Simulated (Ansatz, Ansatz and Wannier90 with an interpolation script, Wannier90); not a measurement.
# Settings in Wannier-interpolated G0W0: GaP (F-43m), part 2 of 2

How do the Wannier model and the GW settings move the interpolated bands of GaP (F-43m)?

Wannier90 4.0.3; maximally localised Wannier functions from the overlaps of LDA states (plane waves, PAW). Known limits of the many-body steps: not at the basis limit; no spin-orbit coupling; coarse k mesh.

So far. Step 2 (Wannier model on 16×16×16, by Wannier90): Near the gap the model misses directly solved bands by 1.3 meV r.m.s. and by 5 meV at most in the window tested. This tests the starting bands, not the corrections carried with them. Step 3 (Wannier model on 16×16×16, by the program's own …): Near the gap the model misses directly solved bands by 1.3 meV r.m.s. and by 5 meV at most in the window tested. This tests the starting bands, not the corrections carried with them.

## (4) Wannier model on 8×8×8, by Wannier90

This step: maximally localised Wannier functions from the overlaps of LDA states (plane waves, PAW).

File w.win:

```
num_iter = 1200
conv_tol = 1.0e-8
conv_window = 5
dis_num_iter = 4000
dis_conv_tol = 1.0e-8
dis_mix_ratio = 0.7
write_hr = true
use_ws_distance = false
num_print_cycles = 50
! ansatz wannier90 interface
! projections by site (counted from 0) and shell: 0 4S, 0 4P, 1 3P
! states of the run's bands (counted from 1): 1-17
num_bands = 17
num_wann  = 7
dis_win_min = -0.16
dis_win_max = 18.73
dis_froz_min = -0.16
dis_froz_max = 10.59
guiding_centres = true

begin unit_cell_cart
Ang
                      0.0                  2.72525                  2.72525
                  2.72525                      0.0                  2.72525
                  2.72525                  2.72525                      0.0
end unit_cell_cart

begin atoms_frac
Ga                       0.0                      0.0                      0.0
P                       0.75                     0.75                     0.75
end atoms_frac

mp_grid = 8 8 8

[... the mesh's points ...]
```

Run with:

```
> OMP_NUM_THREADS=1 mpirun -n 8 wannier90.x w > wannier90.x.log
```

Numbers of over 12 decimals in the logs are rounded to 6 here.

What it wrote:

```text
[banner, memory and clock lines left out]
TEM
                                    ------

                              Lattice Vectors (Ang)
                    a_1     0.000000   2.725250   2.725250
                    a_2     2.725250   0.000000   2.725250
                    a_3     2.725250   2.725250   0.000000

                   Unit Cell Volume:      40.48080  (Ang^3)

                        Reciprocal-Space Vectors (Ang^-1)
                    b_1    -1.152772   1.152772   1.152772
                    b_2     1.152772  -1.152772   1.152772
                    b_3     1.152772   1.152772  -1.152772

 *----------------------------------------------------------------------------*
 |   Site       Fractional Coordinate          Cartesian Coordinate (Ang)     |
 +----------------------------------------------------------------------------+
 | ga   1   0.00000   0.00000   0.00000   |    0.00000   0.00000   0.00000    |
 | p    1   0.75000   0.75000   0.75000   |    4.08788   4.08788   4.08788    |
 *----------------------------------------------------------------------------*
                                ------------
                                K-POINT GRID
                                ------------

             Grid size =  8 x  8 x  8      Total points =  512

 *---------------------------------- MAIN ------------------------------------*
 |  Number of Wannier Functions               :                 7             |
 |  Number of Objective Wannier Functions     :                 7             |
 |  Number of input Bloch states              :                17             |
 |  Output verbosity (1=low, 5=high)          :                 1             |
 |  Timing Level (1=low, 5=high)              :                 1             |
[...]
Sum of centres and spreads ( 12.263625, 12.263625, 12.263625 )    23.92409861

      1    -0.526E+00     0.3865028029       23.9240986067       0.24  <-- CONV
        O_D=      0.3011321 O_OD=      5.5636062 O_TOT=     23.9240986 <-- SPRD
 Delta: O_D= -0.6178497E-01 O_OD= -0.4643801E+00 O_TOT= -0.5261651E+00 <-- DLTA

             <<<     Delta < 1.000E-08  over  5 iterations     >>>
             <<< Wannierisation convergence criteria satisfied >>>

 Final State
[...]
WF centre and spread    6  (  4.087875,  4.087875,  4.087875 )     2.55983571
  WF centre and spread    7  (  4.087875,  4.087875,  4.087875 )     2.55983571
  Sum of centres and spreads ( 12.263625, 12.263625, 12.263625 )    23.64912125

         Spreads (Ang^2)       Omega I      =    18.059360295
        ================       Omega D      =     0.330743017
                               Omega OD     =     5.259017938
    Final Spread (Ang^2)       Omega Total  =    23.649121250

 Writing checkpoint file w.chk... done

 *---------------------------------------------------------------------------*
 |                               PLOTTING                                    |
 *---------------------------------------------------------------------------*

 *===========================================================================*
 |                             TIMING INFORMATION                            |
 *===========================================================================*
 |    Tag                                                Ncalls      Time (s)|
 |---------------------------------------------------------------------------|
 |kmesh: get                                        :         1         0.113|
 |overlap: read                                     :         1         0.651|
 |dis: main                                         :         1         0.243|
 |wann: main                                        :         1         0.229|
 |plot: main                                        :         1         0.042|
 *---------------------------------------------------------------------------*
 All done: wannier90 exiting
```

Run time: 2.2 s. Hardware: 8 MPI ranks of Arm Neoverse V2, shared host; 16 s of CPU time.

Numbers from this step:

* gauge-invariant spread: 18.06 Å²
* diagonal spread: 0.3307 Å²
* off-diagonal spread: 5.259 Å²
* total spread: 23.65 Å²
* disentanglement steps: 106
* r.m.s. interpolation error: 0.01004 eV
* r.m.s. error near the gap: 0.01348 eV

Near the gap the model misses directly solved bands by 13.5 meV r.m.s. and by 99 meV at most in the window tested. This tests the starting bands, not the corrections carried with them.

Frozen up to 3.75 eV; above it the model need not follow the bands. Electronic bands along the path, in eV, zero at the valence-band top; v1 is the highest filled band, c1 the lowest empty one:

```
    point     v3     v2     v1    c1    c2     c3     c4
        Γ   0.00   0.00   0.00  1.61  3.79   3.79   3.79
  halfway  -3.74  -1.70  -1.70  2.04  3.57   6.64   6.64
        X  -6.85  -2.71  -2.71  1.50  1.68  10.43  10.43
  halfway  -6.79  -3.27  -2.60  1.68  2.66   9.48   9.86
        U  -6.64  -3.99  -2.28  2.04  4.87   8.21   8.85
jump to K  -6.64  -3.99  -2.28  2.04  4.87   8.21   8.85
  halfway  -4.30  -2.49  -0.68  3.16  4.95   5.06   5.85
        Γ   0.00   0.00   0.00  1.61  3.79   3.79   3.79
  halfway  -3.94  -0.67  -0.67  1.99  4.72   4.72   6.38
        L  -6.72  -1.13  -1.13  1.50  4.87   4.87   8.22
  halfway  -6.50  -3.25  -1.96  3.33  4.26   6.42   8.21
        W  -6.64  -3.62  -3.47  4.68  4.76   5.96   7.11
  halfway  -6.75  -3.20  -3.13  2.63  2.81   8.54   9.27
        X  -6.85  -2.71  -2.71  1.50  1.68  10.43  10.43
```

The same for Kohn-Sham, solved directly:

```
point     v3     v2     v1    c1    c2     c3     c4
    Γ   0.00   0.00   0.00  1.61  3.79   3.79   3.79
    X  -6.85  -2.71  -2.71  1.50  1.68  10.43  10.43
    U  -6.64  -3.99  -2.28  2.04  4.68   8.10   8.13
    K  -6.64  -3.99  -2.28  2.04  4.68   8.10   8.13
    Γ   0.00   0.00   0.00  1.61  3.79   3.79   3.79
    L  -6.72  -1.13  -1.13  1.50  4.62   4.62   8.05
    W  -6.64  -3.62  -3.47  4.59  4.76   5.96   6.00
    X  -6.85  -2.71  -2.71  1.50  1.68  10.43  10.43
```

The first set of electronic bands as a text plot (rows in eV, shown from -6.9 to 3.8 only):

```
    3.6 |+++++++        +             ++               +    +
    3.1 |       +            +++++                   ++      +
    2.7 |  ++    +     +    +     +++               +
    2.2 |    +++  ++      ++             +++       +          +
    1.8 |++     +   ++++++           ++++   ++++  +            ++
    1.3 |        ++++++                         ++              +
    0.9 |
    0.5 |
    0.0 |**                         ******
   -0.4 | **                     *****  * **
   -0.9 |   *                  **           ****
   -1.3 |  * **              **   ***    *      *****
   -1.8 |      *            *    *                 * **
   -2.2 |   *   **       ***              *         *  *
   -2.6 |         *******       * **                 *  *      **
   -3.1 |    **        *       *           *          *  *   **
   -3.5 |      *        *    **  *                     *  ****
   -4.0 |                ****               *           **
   -4.4 |       *               *
   -4.9 |                      *             *
   -5.3 |        *                            *
   -5.7 |                    **
   -6.2 |         **        *                  *
   -6.6 |           ********                    *****************
         Γ           X  U|K            Γ         L        W     X
```

## (5) A faulty Wannier input

w.win, as its differences from that of step 4:

```diff
@@ -10,6 +10,6 @@
 ! ansatz wannier90 interface
-! projections by site (counted from 0) and shell: 0 4S, 0 4P, 1 3P
+! projections by site (counted from 0) and shell: 1 3P
 ! states of the run's bands (counted from 1): 1-17
 num_bands = 17
-num_wann  = 7
+num_wann  = 3
 dis_win_min = -0.16
```

What it wrote:

```text
[banner, memory and clock lines left out]
TEM
                                    ------

                              Lattice Vectors (Ang)
                    a_1     0.000000   2.725250   2.725250
                    a_2     2.725250   0.000000   2.725250
                    a_3     2.725250   2.725250   0.000000

                   Unit Cell Volume:      40.48080  (Ang^3)

                        Reciprocal-Space Vectors (Ang^-1)
                    b_1    -1.152772   1.152772   1.152772
                    b_2     1.152772  -1.152772   1.152772
                    b_3     1.152772   1.152772  -1.152772

 *----------------------------------------------------------------------------*
 |   Site       Fractional Coordinate          Cartesian Coordinate (Ang)     |
 +----------------------------------------------------------------------------+
 | ga   1   0.00000   0.00000   0.00000   |    0.00000   0.00000   0.00000    |
 | p    1   0.75000   0.75000   0.75000   |    4.08788   4.08788   4.08788    |
 *----------------------------------------------------------------------------*
                                ------------
                                K-POINT GRID
                                ------------

             Grid size =  8 x  8 x  8      Total points =  512

 *---------------------------------- MAIN ------------------------------------*
 |  Number of Wannier Functions               :                 3             |
 |  Number of Objective Wannier Functions     :                 3             |
 |  Number of input Bloch states              :                17             |
 |  Output verbosity (1=low, 5=high)          :                 1             |
 |  Timing Level (1=low, 5=high)              :                 1             |
[...]
|             1         0.144097    0.144097   -0.144097     6.020089        |
 |             2         0.144097   -0.144097    0.144097     6.020089        |
 |             3        -0.144097    0.144097    0.144097     6.020089        |
[...]
|             7         0.144097   -0.144097   -0.144097     6.020089        |
 |             8        -0.144097   -0.144097   -0.144097     6.020089        |
[...]
|                           b_k Directions (Ang^-1)                          |
 |                           -----------------------                          |
 |            No.           x           y           z                         |
 |            ---        --------------------------------                     |
 |             1         0.144097    0.144097   -0.144097                     |
 |             2         0.144097   -0.144097    0.144097                     |
 |             3        -0.144097    0.144097    0.144097                     |
 |             4         0.144097    0.144097    0.144097                     |
[...]
Starting a new Wannier90 calculation ...

 Reading overlaps from w.mmn    : ansatz wannier90 interface

 Reading projections from w.amn : ansatz wannier90 interface

 *------------------------------- DISENTANGLE --------------------------------*
 +----------------------------------------------------------------------------+
 |                              Energy  Windows                               |
 |                              ---------------                               |
 |                   Outer:   -0.16000  to   18.73000  (eV)                   |
 |                   Inner:   -0.16000  to   10.59000  (eV)                   |
 +----------------------------------------------------------------------------+
 ERROR AT K-POINT    1 THERE ARE  4 BANDS INSIDE THE INNER WINDOW AND ONLY 3 TARGET BANDS
BANDS: (eV)   6.84110    6.84110    6.84110    8.44985   10.62733   10.62733   10.62733   15.32482   16.56655   16.56655
 Exiting.......
 dis_windows: More states in the frozen window than target WFs
 (rank: 0)
```

Wall time 1.4 s (8 MPI ranks).

The run stopped with an error after 1.4 s.

The program's words: ERROR AT K-POINT    1 THERE ARE  4 BANDS INSIDE THE INNER WINDOW AND ONLY 3 TARGET BANDS dis_windows: More states in the frozen window than target WFs thus causing the job to be terminated. The first process to do so was:

The fault put into this input: trial orbitals that do not span the target bands.

## (6) G0W0: 8×8×8 mesh, 186 empty bands, screening to 160 eV

G0W0 replaces the xc potential by the self-energy, built once from these orbitals. Only a window of levels is corrected, while the sums run over the empty bands that the input names.

This step: G0W0 on LDA, plane waves, PAW.

File input.yaml:

```yaml
crystal:
  lattice:
    - [0.0, 2.72525, 2.72525]
    - [2.72525, 0.0, 2.72525]
    - [2.72525, 2.72525, 0.0]
  atoms:
    - { symbol: Ga, position: [0.0, 0.0, 0.0] }
    - { symbol: P, position: [0.75, 0.75, 0.75] }
kpoints:
  mp_grid: { grid: [8, 8, 8] }
hamiltonian:
  xc: lda
scf:
  occupations: { method: fixed }
gw:
  n_empty_bands: 186
  ecut_chi: 160.0
  qp_bands: [v3, c4]
  screening: { model: contour_deformation }
```

Run with:

```
> ansatz run input.yaml --threads 12 --pin off --max-ram 22118MiB --backend cpu --events-out ev --progress --plain --runs-dir out
```

What it wrote:

```text
[...]
Crystal: 2 atoms, lattice volume = 40.481 Å³
Basis set: ecut = 420 eV, 749 PW (Γ)
Bands: 13, of which v1, the nominal top of the filled ones, is band 9 counted from 1 (8 counted from 0)
Symmetry: 24 space group operations
[...]
k-points: 29 of 512 (time reversal used)
[...]
1     7      5.1631   -16.8346     1.3334   -15.1054  0.7536     4.7649     4.7672  root
[...]
28    10     11.4297    -7.3450    -4.5908   -12.1557  0.7585    11.6506    11.6496  root
    28    11     11.6027    -8.8998    -5.2876   -14.6582  0.7334    12.0790    12.0736  root
    28    12     12.7992    -6.9138    -5.3514   -12.6064  0.7421    13.1408    13.1403  root
    28    13     12.8416    -6.2614    -4.9426   -11.4430  0.7536    13.0809    13.0805  root
[key lines of the parts left out:]
SCF converged after 6 iterations
Free energy (F): -4433.754006 eV
Fermi energy:    6.841084 eV
```

Wall time 8.2 min (12 threads); peak memory 1.4 GiB.

The G0W0 gap on the mesh is 2.142 eV.

## (7) G0W0: 4×4×4 mesh, 186 empty bands, screening to 160 eV

input.yaml, as its differences from that of step 6:

```diff
@@ -9,3 +9,3 @@
 kpoints:
-  mp_grid: { grid: [8, 8, 8] }
+  mp_grid: { grid: [4, 4, 4] }
 hamiltonian:
```

What it wrote:

```text
[...]
Crystal: 2 atoms, lattice volume = 40.481 Å³
Basis set: ecut = 420 eV, 749 PW (Γ)
Bands: 13, of which v1, the nominal top of the filled ones, is band 9 counted from 1 (8 counted from 0)
Symmetry: 24 space group operations
[...]
k-points: 8 of 64 (time reversal used)
[...]
1     7      2.9358   -17.3055     2.5167   -14.3676  0.7292     2.5105     2.5146  root
[...]
7    10     11.4537    -7.3591    -4.6154   -12.1489  0.7610    11.6287    11.6281  root
     7    11     11.6362    -8.8937    -5.2981   -14.6438  0.7468    12.0891    12.0881  root
     7    12     12.8131    -6.8933    -5.3821   -12.6015  0.7521    13.1417    13.1392  root
     7    13     12.8587    -6.2519    -4.9650   -11.4287  0.7595    13.0718    13.0706  root
[key lines of the parts left out:]
SCF converged after 6 iterations
Free energy (F): -4433.602287 eV
Fermi energy:    6.889219 eV
```

Wall time 16 s (12 threads); peak memory 0.99 GiB.

The G0W0 gap on the mesh is 2.062 eV.

## (8) G0W0: 8×8×8 mesh, 86 empty bands, screening to 96 eV

input.yaml, the sections that differ from step 7:

```yaml
kpoints:
  mp_grid: { grid: [8, 8, 8] }
gw:
  n_empty_bands: 86
  ecut_chi: 96
  qp_bands: [v3, c4]
  screening: { model: contour_deformation }
# crystal, hamiltonian, scf: as in step 7
```

What it wrote:

```text
[...]
Crystal: 2 atoms, lattice volume = 40.481 Å³
Basis set: ecut = 420 eV, 749 PW (Γ)
Bands: 13, of which v1, the nominal top of the filled ones, is band 9 counted from 1 (8 counted from 0)
Symmetry: 24 space group operations
[...]
k-points: 29 of 512 (time reversal used)
[...]
1     7      5.1631   -16.8346     1.5083   -15.1054  0.7543     4.9415     4.9421  root
[...]
28    10     11.4297    -7.3450    -4.4758   -12.1557  0.7596    11.7668    11.7646  root
    28    11     11.6027    -8.8998    -5.0987   -14.6582  0.7349    12.2739    12.2624  root
    28    12     12.7992    -6.9138    -5.2134   -12.6064  0.7390    13.2784    13.2784  root
    28    13     12.8416    -6.2614    -4.8235   -11.4430  0.7519    13.2003    13.1997  root
[key lines of the parts left out:]
SCF converged after 6 iterations
Free energy (F): -4433.754006 eV
Fermi energy:    6.841084 eV
```

Wall time 2.1 min (12 threads); peak memory 0.64 GiB; 9.4 min of CPU time.

The G0W0 gap on the mesh is 2.050 eV.

## (9) G0W0: 8×8×8 mesh, 186 empty bands, screening to 160 eV, plasmon pole

input.yaml, as its differences from that of step 8:

```diff
@@ -15,5 +15,5 @@
 gw:
-  n_empty_bands: 86
-  ecut_chi: 96
+  n_empty_bands: 186
+  ecut_chi: 160.0
   qp_bands: [v3, c4]
-  screening: { model: contour_deformation }
+  screening: { model: godby_needs }
```

What it wrote:

```text
[...]
Crystal: 2 atoms, lattice volume = 40.481 Å³
Basis set: ecut = 420 eV, 749 PW (Γ)
Bands: 13, of which v1, the nominal top of the filled ones, is band 9 counted from 1 (8 counted from 0)
Symmetry: 24 space group operations
[...]
k-points: 29 of 512 (time reversal used)
[...]
1     7      5.1631   -16.8346     1.3419   -15.1054  0.7729     4.7749     4.7757  root
[...]
28    10     11.4297    -7.3450    -4.5812   -12.1557  0.7841    11.6597    11.6593  root
    28    11     11.6027    -8.8998    -5.1840   -14.6582  0.7690    12.1801    12.1771  root
    28    12     12.7992    -6.9138    -5.2643   -12.6064  0.7786    13.2291    13.2275  root
    28    13     12.8416    -6.2614    -4.8683   -11.4430  0.7858    13.1558    13.1549  root
[key lines of the parts left out:]
SCF converged after 6 iterations
Free energy (F): -4433.754006 eV
Fermi energy:    6.841084 eV
```

Elapsed: 4.9 min, on 12 threads; peak memory 2.9 GiB.

The G0W0 gap on the mesh is 2.097 eV.

## (10) Interpolated results

Times are wall times on 12 threads of Arm Neoverse V2, shared host, good to a factor of about two.

```
GW mesh  empty bands  cutoff (eV)            frequency  gap on mesh (eV)  gap over zone (eV)  direct gap (eV)  valence width (eV)  GW time
  8×8×8          186          160  contour deformation             2.142               2.136            2.569               6.770  8.2 min
  4×4×4          186          160  contour deformation             2.062               2.042            2.561               6.777     16 s
  8×8×8           86           96  contour deformation             2.050               2.050            2.618               6.797  2.1 min
  8×8×8          186          160         plasmon pole             2.097               2.097            2.593               6.890  4.9 min
```

## (11) What came out

```json
{
  "8×8×8 mesh, 186 empty bands, screening to 160 eV": "2.14 eV",
  "4×4×4 mesh, 186 empty bands, screening to 160 eV": "2.04 eV",
  "8×8×8 mesh, 86 empty bands, screening to 96 eV": "2.05 eV",
  "8×8×8 mesh, 186 empty bands, screening to 160 eV, plasmon pole": "2.10 eV"
}
```

What this shows: The largest change, −0.09 eV in the gap over the zone, comes with 4×4×4 mesh, 186 empty bands, screening to 160 eV. The first run is a reference, not a converged one, and where a row moves several settings no single cause can be named. Rows on another GW mesh add that mesh's corrections to the bands of the one model. The program's own minimiser ends at the same spread as the first model, 26.0 Å², from the same trial orbitals; this need not be the lowest minimum. Coarser Wannier mesh (8×8×8): the miss near the gap goes from 1 (the model on 16×16×16) to 13 meV and the total spread from 26.0 to 23.6 Å². With 4×4×4 mesh, 186 empty bands, screening to 160 eV the gap over the zone moves by −0.09 eV and that on the mesh by −0.08 eV. With 8×8×8 mesh, 86 empty bands, screening to 96 eV the gap over the zone moves by −0.09 eV and that on the mesh by −0.09 eV. With 8×8×8 mesh, 186 empty bands, screening to 160 eV, plasmon pole the gap over the zone moves by −0.04 eV and that on the mesh by −0.05 eV. Gaps over the zone and on the mesh differ where an edge lies off the mesh, or where a GW run starts from another density: the starting gap over the zone is 1.438 eV, on the GW meshes it is 1.491 eV and 1.458 eV. The many-body steps are scalar-relativistic: spin-orbit coupling is not in them.

[Paths, hosts, dates, memory and timing lines, banners, echoed tables and standing remarks are left out of the program output.]

[Logs are printed without paths, hosts, clocks, repeated set-up lines and the standing remarks that a program may print on its own settings, such as how far it seeks lower states.]

[Runs of the session that timed out or met a known fault of the program may be left out.]

[Hosts, paths, dates, database ids (printed as entryN), source tags and the programs' standing remarks are cut or masked in the printed files.]
